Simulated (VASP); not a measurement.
# MoP (P-6m2) in VASP: further runs

The runs below take MoP through relaxation of shape and atoms at fixed volume, relaxation of cell and atoms, with PBE, r2SCAN.

All numbers are computed with VASP 6.6.1; they aren't measurements. Logs are shortened: lines on timing, memory, paths and dates and some standing lists are left out, and cuts for length are marked.

### 1 The crystal as given

It takes space group P-6m2 (No. 187, hexagonal). The conventional cell has a = 3.223 Å, b = 3.223 Å, c = 3.191 Å, α = 90.00°, β = 90.00°, γ = 120.00°. Mo (site symmetry -6m2) has 6 P at 2.45 Å as nearest neighbours. P (site symmetry -6m2) has 6 Mo at 2.45 Å as nearest neighbours.

### 2 Relaxation of shape and atoms at fixed volume, PBE (a relaxed cell with its volume scaled by 1.04)

The input, INCAR:

```
SYSTEM = MoP
ALGO = Normal
EDIFF = 1E-7
EDIFFG = -0.01
ENCUT = 300
GGA = PE
IBRION = 2
ISIF = 4
ISMEAR = 1
LASPH = .True.
LCHARG = .False.
LREAL = .False.
LWAVE = .False.
NELM = 80
NSW = 40
PREC = Accurate
SIGMA = 0.1
```

The input, KPOINTS:

```
k-points
0
Gamma
  8 8 6
  0 0 0
```

The input, POSCAR:

```
MoP                                     
1.0
    3.2722327464      0.0000000000      0.0000000000
   -1.6361163732      2.8338366855     -0.0000000000
    0.0000000000     -0.0000000000      3.2460637499
  Mo              P             
     1     1
Direct
     1.0000000000000000    0.0000000000000000    0.0000000000000000
     0.3333333332999970    0.6666666667000030    0.5000000000000000
```

Potentials or basis: VASP PAW PBE potentials, release 64 (Mo, P).

On the command line:

```bash
$ cat potpaw_PBE.64/Mo/POTCAR potpaw_PBE.64/P/POTCAR > POTCAR
$ mpirun -np 1 vasp_std > vasp.out
```

OUTCAR:

```text
SYSTEM = MoP
   EDIFF = 1E-7
   EDIFFG = -0.01
   ENCUT = 300
   GGA = PE
   IBRION = 2
   ISIF = 4
   ISMEAR = 1
   LASPH = .True.
   LREAL = .False.
   NELM = 80
   NSW = 40
   PREC = Accurate

 ion  position               nearest neighbor table
   1  0.000  0.000  0.000-   2 2.49   2 2.49   2 2.49   2 2.49   2 2.49   2 2.49
   2  0.333  0.667  0.500-   1 2.49   1 2.49   1 2.49   1 2.49   1 2.49   1 2.49

  LATTYP: Found a hexagonal cell.
 ALAT       =     3.2722327464
 C/A-ratio  =     0.9920027093

  Lattice vectors:

 A1 = (   3.2722327464,   0.0000000000,   0.0000000000)
 A2 = (  -1.6361163732,   2.8338366855,   0.0000000000)
 A3 = (   0.0000000000,   0.0000000000,   3.2460637499)

Analysis of symmetry for initial positions (statically):
=====================================================================
 Subroutine PRICEL returns:
 Original cell was already a primitive cell.

 Routine SETGRP: Setting up the symmetry group for a
 hexagonal supercell.

 Subroutine GETGRP returns: Found 12 space group operations
 (whereof 12 operations were pure point group operations)
 out of a pool of 24 trial point group operations.

The static configuration has the point symmetry D_3h.

Analysis of symmetry for dynamics (positions and initial velocities):
=====================================================================
 Subroutine PRICEL returns:
 Original cell was already a primitive cell.

 Routine SETGRP: Setting up the symmetry group for a
 hexagonal supercell.

 Subroutine GETGRP returns: Found 12 space group operations
 (whereof 12 operations were pure point group operations)
 out of a pool of 24 trial point group operations.

The dynamic configuration has the point symmetry D_3h.

 Subroutine INISYM returns: Found 12 space group operations
 (whereof 12 operations are pure point group operations),
 and found     1 'primitive' translations

----------------------------------------------------------------------------------------

                                     Primitive cell

  volume of cell :      30.1007

  direct lattice vectors                    reciprocal lattice vectors
     3.272232746  0.000000000  0.000000000     0.305601734  0.176439243  0.000000000
    -1.636116373  2.833836686  0.000000000     0.000000000  0.352878486  0.000000000
     0.000000000  0.000000000  3.246063750     0.000000000  0.000000000  0.308065422

  length of vectors
     3.272232746  3.272232746  3.246063750     0.352878486  0.352878486  0.308065422

  position of ions in fractional coordinates (direct lattice)
     0.000000000  0.000000000  0.000000000
     0.333333333  0.666666667  0.500000000

  ion indices of the primitive-cell ions
   primitive index   ion index
                 1           1
                 2           2

----------------------------------------------------------------------------------------

 KPOINTS: k-points

Automatic generation of k-mesh.
 Grid dimensions read from file:
 generate k-points for:    8    8    6

 Generating k-lattice:

  Cartesian coordinates                     Fractional coordinates (reciprocal lattice)
     0.038200217  0.022054905  0.000000000     0.125000000  0.000000000  0.000000000
     0.000000000  0.044109811  0.000000000     0.000000000  0.125000000  0.000000000
     0.000000000  0.000000000  0.051344237     0.000000000  0.000000000  0.166666667

  Length of vectors
     0.044109811  0.044109811  0.051344237

  Shift w.r.t. Gamma in fractional coordinates (k-lattice)
     0.000000000  0.000000000  0.000000000

 Subroutine IBZKPT returns following result:
 ===========================================

 Found     40 irreducible k-points:

 Following reciprocal coordinates:
            Coordinates               Weight
  0.000000  0.000000  0.000000      1.000000
  0.125000  0.000000  0.000000      6.000000
  0.250000  0.000000  0.000000      6.000000
  0.375000  0.000000  0.000000      6.000000
  0.500000  0.000000  0.000000      3.000000
  0.125000  0.125000  0.000000      6.000000
[... 16 lines left out ...]
  0.250000  0.000000  0.333333     12.000000
  0.375000  0.000000  0.333333     12.000000
 [... further k-points ...]
   k-points           NKPTS =     40   k-points in BZ     NKDIM =     40   number of bands    NBANDS=      9
   number of dos      NEDOS =    301   number of ions     NIONS =      2
   total plane-waves  NPLWV =   5832
   dimension x,y,z NGX =    18 NGY =   18 NGZ =   18
   dimension x,y,z NGXF=    36 NGYF=   36 NGZF=   36
   ions per type =               1   1
   NGX,Y,Z   is equivalent  to a cutoff of   9.14,  9.14,  9.22 a.u.
   NGXF,Y,Z  is equivalent  to a cutoff of  18.29, 18.29, 18.44 a.u.
 SYSTEM =  MoP
   PREC   = accura    normal or accurate (medium, high low for compatibility)
   ISTART =      0    job   : 0-new  1-cont  2-samecut
   ICHARG =      2    charge: 1-file 2-atom 10-const
   ISPIN  =      1    spin polarized calculation?
   LNONCOLLINEAR =      F non collinear calculations
   LSORBIT =      F    spin-orbit coupling
   LASPH  =      T    aspherical Exc in radial PAW
   ENCUT  =  300.0 eV  22.05 Ry    4.70 a.u.   4.62  4.62  4.58*2*pi/ulx,y,z
   NELM   =     80;   NELMIN=  2; NELMDL= -5     # of ELM steps
   EDIFF  = 0.1E-06   stopping-criterion for ELM
   LREAL  =      F    real-space projection
   EDIFFG = -.1E-01   stopping-criterion for IOM
   NSW    =     40    number of steps for IOM
   IBRION =      2    ionic relax: 0-MD 1-quasi-New 2-CG
   NFREE  =      1    steps in history (QN), initial steepest desc. (CG)
   ISIF   =      4    stress and relaxation
   ISYM   =      2    0-nonsym 1-usesym 2-fastsym
   POTIM  = 0.5000    time-step for ionic-motion
   TEBEG  =    0.0;   TEEND  =   0.0 temperature during run
   PSTRESS=    0.0 pullay stress
   NELECT =      11.0000    total number of electrons
   NUPDOWN=      -1.0000    fix difference up-down
   EMIN   =  10.00;   EMAX   =-10.00  energy-range for DOS
   EFERMI =   0.00;   METHOD = LEGACY
   ISMEAR =     1;   SIGMA  =   0.10  broadening in eV -4-tet -1-fermi 0-gaus
   EFERMI_NEDOS =   21; number of points for ismear=-14 and -15
   IALGO  =     38    algorithm
   IMIX   =      4    mixing-type and parameters
     AMIX     =   0.40;   BMIX     =  1.00
     AMIX_MAG =   1.60;   BMIX_MAG =  1.00
  volume/ion in A,a.u.               =      15.05       101.56
  Fermi-wavevector in a.u.,A,eV,Ry     =   1.170434  2.211800 18.638845  1.369916
  Thomas-Fermi vector in A             =   2.306893
   LORBIT       =      0    0 simple, 1 ext, 2 COOP (PROOUT), +10 PAW based schemes
   GGA     = PE    functional components
   LHFCALC =     F    Hartree Fock is set to
   AEXX    =    0.0000 exact exchange contribution
   IVDW    =     0    specifies the selected vdW correction
   LEPSILON=     F    determine dielectric tensor
   LRPA    =     F    only Hartree local field effects (RPA)
 conjugate gradient relaxation of ions
 non-spin polarized calculation
 Methfessel and Paxton  Order N= 1 SIGMA  =   0.10
  energy-cutoff  :      300.00
  volume of cell :       30.10
 maximum number of plane-waves:       368
   NGX =  9   NGY =  9   NGZ =  9

--------------------------------------- Ionic step        1  -------------------------------------------

 number of electron      10.9999993 magnetization

 Free energy of the ion-electron system (eV)
  ---------------------------------------------------
  ext. energy  EPLUGINS =         0.00000000
  ---------------------------------------------------
  free energy    TOTEN  =       -17.64675868 eV

  energy without entropy =      -17.64574126  energy(sigma->0) =      -17.64641954

------------------------ aborting loop because EDIFF is reached ----------------------------------------

  FORCE on cell =-STRESS in cart. coord.  units (eV):
  Direction    XX          YY          ZZ          XY          YZ          ZX
  --------------------------------------------------------------------------------------
  -------------------------------------------------------------------------------------
  Total       -1.4315479     -1.4315479     -1.8626034      0.0000000      0.0000000      0.0000000
  in kB      -76.1974455    -76.1974455    -99.1413697      0.0000000      0.0000000      0.0000000
  external PRESSURE =     -83.8454202 kB  Pullay stress =       0.0000000 kB
[... 57 lines left out ...]
  energy  without entropy=      -17.6463494016  energy(sigma->0) =      -17.64744690

--------------------------------------- Ionic step        3  -------------------------------------------

 number of electron      10.9999994 magnetization

 Free energy of the ion-electron system (eV)
  ---------------------------------------------------
  ext. energy  EPLUGINS =         0.00000000
  ---------------------------------------------------
  free energy    TOTEN  =       -17.64802445 eV

  energy without entropy =      -17.64645426  energy(sigma->0) =      -17.64750105

 E-fermi :   8.3184     XC(G=0): -12.1944

 val. band max:        8.3061713429   @ k =   0.2500   0.2500   0.1667
 cond. band min:       8.3221675443   @ k =   0.1250   0.0000   0.0000
 fundamental gap:      0.0159962014
 Fermi energy:         8.3184302198

 k-point     1 :       0.0000    0.0000    0.0000
  band No.  band energies     occupation
      1      -5.4010      2.00000
      2       4.3069      2.00000
      3       5.0137      2.00000
      4       5.0137      2.00000
      5       7.5740      2.00000
      6       8.4218     -0.05649
      7       8.4218     -0.05649
      8      12.1628      0.00000
      9      12.1628      0.00000
[... 265 lines left out ...]
 k-point    24 :       0.3750    0.0000    0.3333
  band No.  band energies     occupation
      1      -2.9597      2.00000
      2       2.0773      2.00000
      3       3.5776      2.00000
      4       4.5223      2.00000
      5       6.4189      2.00000
      6       8.7059     -0.00000
      7       9.3720     -0.00000
      8      11.7302      0.00000
      9      12.8683      0.00000

 [... further k-points ...]
[... 5 lines left out ...]
  --------------------------------------------------------------------------------------
  -------------------------------------------------------------------------------------
  Total       -1.5126254     -1.5126254     -1.5113120      0.0000000     -0.0000000      0.0000000
  in kB      -80.5129843    -80.5129843    -80.4430745      0.0000000     -0.0000000      0.0000000
  external PRESSURE =     -80.4896810 kB  Pullay stress =       0.0000000 kB
[... 17 lines left out ...]
  FREE ENERGIE OF THE ION-ELECTRON SYSTEM (eV)
  ---------------------------------------------------
  free  energy   TOTEN  =       -17.6480244511 eV

  energy  without entropy=      -17.6464542588  energy(sigma->0) =      -17.64750105

 reached required accuracy - stopping structural energy minimisation
```

Run time: 7.9 s. Hardware: 1 thread of Intel Xeon Platinum 8488C (Sapphire Rapids), shared host; peak memory 0.12 GiB.

Results:

| Property | Result |
| --- | --- |
| Free energy | -17.6480 eV |
| Energy gained by relaxing | 0.6 meV/atom |
| Ionic steps | 3 |
| Pressure after relaxing | -8.0 GPa |
| Band gap on the k mesh | none (metal or under the smearing width) |

Step by step:
| step | energy change (eV) | largest force (eV/Å) | pressure (GPa) |
| --- | --- | --- | --- |
| 1 | 0.0000 | 0.0000 | -8.38 |
| 2 | -0.0012 | 0.0000 | -8.00 |
| 3 | -0.0013 | 0.0000 | -8.05 |

Final structure:
```
Mo P
1.0
     3.28191    0.00000    0.00000
    -1.64095    2.84221    0.00000
     0.00000    0.00000    3.22696
Mo P
1 1
Direct
  0.00000 0.00000 0.00000
  0.33333 0.66667 0.50000
```

Levels at points of the mesh, in eV from the Fermi level:
```
           k point  band 4  band 5  band 6  band 7  band 8  band 9
(0.00, 0.00, 0.00)   -3.30   -0.74    0.10    0.10    3.84    3.84
(0.50, 0.00, 0.00)   -3.59   -1.40   -0.52    1.43    1.97    4.46
(0.00, 0.00, 0.50)   -2.75   -1.70   -1.70    1.16    2.81    2.81
(0.50, 0.00, 0.50)   -4.37   -1.12    1.13    1.58    3.21    4.63
```

Caveat: the cutoff is under 1.25 times the usual one of these potentials, so pressure, stress and relaxed cells hold a basis-set (Pulay) error.

### 3 Relaxation of shape and atoms at fixed volume, PBE (a relaxed cell with its volume scaled by 1.06)

INCAR is that of step 2.

KPOINTS is that of step 2.

The input, POSCAR:

```
MoP                                     
1.0
    3.2930755551      0.0000000000      0.0000000000
   -1.6465377776      2.8518870874     -0.0000000000
    0.0000000000     -0.0000000000      3.2667398726
  Mo              P             
     1     1
Direct
     1.0000000000000000    0.0000000000000000    0.0000000000000000
     0.3333333332999970    0.6666666667000030    0.5000000000000000
```

Potentials or basis: VASP PAW PBE potentials, release 64 (Mo, P).

On the command line:

```bash
$ cat potpaw_PBE.64/Mo/POTCAR potpaw_PBE.64/P/POTCAR > POTCAR
$ mpirun -np 1 vasp_std > vasp.out
```

OUTCAR:

```text
SYSTEM = MoP
   EDIFF = 1E-7
   EDIFFG = -0.01
   ENCUT = 300
   GGA = PE
   IBRION = 2
   ISIF = 4
   ISMEAR = 1
   LASPH = .True.
   LREAL = .False.
   NELM = 80
   NSW = 40
   PREC = Accurate

 ion  position               nearest neighbor table
   1  0.000  0.000  0.000-   2 2.51   2 2.51   2 2.51   2 2.51   2 2.51   2 2.51
   2  0.333  0.667  0.500-   1 2.51   1 2.51   1 2.51   1 2.51   1 2.51   1 2.51

  LATTYP: Found a hexagonal cell.
 ALAT       =     3.2930755551
 C/A-ratio  =     0.9920027093

  Lattice vectors:

 A1 = (   3.2930755551,   0.0000000000,   0.0000000000)
 A2 = (  -1.6465377776,   2.8518870874,   0.0000000000)
 A3 = (   0.0000000000,   0.0000000000,   3.2667398726)

Analysis of symmetry for initial positions (statically):
=====================================================================
 Subroutine PRICEL returns:
[... 256 lines left out ...]

 E-fermi :   8.0790     XC(G=0): -12.0990

 val. band max:        8.0718661112   @ k =   0.2500   0.2500   0.1667
 cond. band min:       8.0912503073   @ k =   0.1250   0.0000   0.0000
 fundamental gap:      0.0193841962
 Fermi energy:         8.0789984504

 k-point     1 :       0.0000    0.0000    0.0000
  band No.  band energies     occupation
      1      -5.4988      2.00000
      2       4.1886      2.00000
      3       4.8240      2.00000
      4       4.8240      2.00000
      5       7.3767      2.00000
      6       8.1835     -0.05840
      7       8.1835     -0.05840
      8      11.8413      0.00000
      9      11.8413      0.00000
[... 265 lines left out ...]
 k-point    24 :       0.3750    0.0000    0.3333
  band No.  band energies     occupation
      1      -3.1078      2.00000
      2       1.9584      2.00000
      3       3.4165      2.00000
      4       4.3454      2.00000
      5       6.2433      2.00000
      6       8.4470     -0.00000
      7       9.1201     -0.00000
      8      11.3833      0.00000
      9      12.5270      0.00000

 [... further k-points ...]
[... 5 lines left out ...]
  --------------------------------------------------------------------------------------
  -------------------------------------------------------------------------------------
  Total       -2.1918653     -2.1918653     -2.1917303      0.0000000      0.0000000      0.0000000
  in kB     -114.4658331   -114.4658331   -114.4587835      0.0000000      0.0000000      0.0000000
  external PRESSURE =    -114.4634832 kB  Pullay stress =       0.0000000 kB
[... 17 lines left out ...]
  FREE ENERGIE OF THE ION-ELECTRON SYSTEM (eV)
  ---------------------------------------------------
  free  energy   TOTEN  =       -17.6148864655 eV

  energy  without entropy=      -17.6131648278  energy(sigma->0) =      -17.61431259

 reached required accuracy - stopping structural energy minimisation
```

CONTCAR:

```text
MoP
   1.00000000000000
     3.3074195620569631    0.0000000000024934    0.0000000000000000
    -1.6537097810765400    2.8643093618071900    0.0000000000000000
     0.0000000000000000   -0.0000000000000000    3.2384661512806718
  Mo              P
     1     1
Direct
     0.0000000000000000    1.0000000000000000    0.0000000000000000
     0.3333333332999970    0.6666666667000030    0.5000000000000000

  0.00000000E+00  0.00000000E+00  0.00000000E+00
  0.00000000E+00  0.00000000E+00  0.00000000E+00
```

Run time: 12 s. Hardware: 1 thread of Intel Xeon Platinum 8488C (Sapphire Rapids), shared host; peak memory 0.12 GiB.

What came out:

* Free energy: -17.6149 eV
* Energy gained by relaxing: 1.4 meV/atom
* Ionic steps: 3
* Pressure after relaxing: -11.4 GPa
* Band gap on the k mesh: none (metal or under the smearing width)

Step by step:
```
step  energy change (eV)  largest force (eV/Å)  pressure (GPa)
   1              0.0000                0.0000          -11.91
   2             -0.0026                0.0000          -11.38
   3             -0.0027                0.0000          -11.45
```

Final structure:
```
CELL_PARAMETERS angstrom
3.30742 0.00000 0.00000
-1.65371 2.86431 0.00000
0.00000 0.00000 3.23847
ATOMIC_POSITIONS crystal
Mo 0.00000 0.00000 0.00000
P 0.33333 0.66667 0.50000
```

Levels at points of the mesh, in eV from the Fermi level:
| k point | band 2 | band 3 | band 4 | band 5 | band 6 | band 7 | band 8 | band 9 |
| --- | --- | --- | --- | --- | --- | --- | --- | --- |
| (0.00, 0.00, 0.00) | -3.89 | -3.25 | -3.25 | -0.70 | 0.10 | 0.10 | 3.76 | 3.76 |
| (0.50, 0.00, 0.00) | -6.98 | -3.70 | -3.48 | -1.42 | -0.49 | 1.39 | 1.88 | 4.41 |
| (0.00, 0.00, 0.50) | -7.55 | -2.71 | -2.71 | -1.65 | -1.65 | 1.17 | 2.76 | 2.76 |
| (0.50, 0.00, 0.50) | -5.95 | -5.15 | -4.29 | -1.08 | 1.08 | 1.55 | 3.11 | 4.53 |

Caveat: the cutoff is under 1.25 times the usual one of these potentials, so pressure, stress and relaxed cells hold a basis-set (Pulay) error.

(Part 1 of 2 ends here.)
